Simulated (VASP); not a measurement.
The system is GaP.

```
CELL_PARAMETERS angstrom
0.00000 2.72525 2.72525
2.72525 0.00000 2.72525
2.72525 2.72525 0.00000
ATOMIC_POSITIONS crystal
Ga 0.00000 0.00000 0.00000
P 0.75000 0.75000 0.75000
```

A sound run:

| Quantity | Value |
| --- | --- |
| Program | VASP 6.6.1 |
| Task | dielectric tensor |
| Functional | LDA |
| Potentials or basis | VASP PAW LDA potentials, release 64 (Ga_d, P) |
| Cutoff | 800 eV |
| k mesh | 12 × 12 × 12 |
| Occupations | gaussian, width 0.01 eV |
| Spin | no spin polarisation |

It gives band gap on the k mesh 1.44 eV, indirect (least direct gap 1.64 eV).

Problem. What do these careless settings give instead: cutoff 400 eV in place of 800 eV; k mesh 5 × 5 × 5 in place of 12 × 12 × 12?

Solution. Band gap on the k mesh 1.44 eV, indirect (least direct gap 1.63 eV). The run converged, but these numbers show the error of the settings and aren't properties of the crystal.
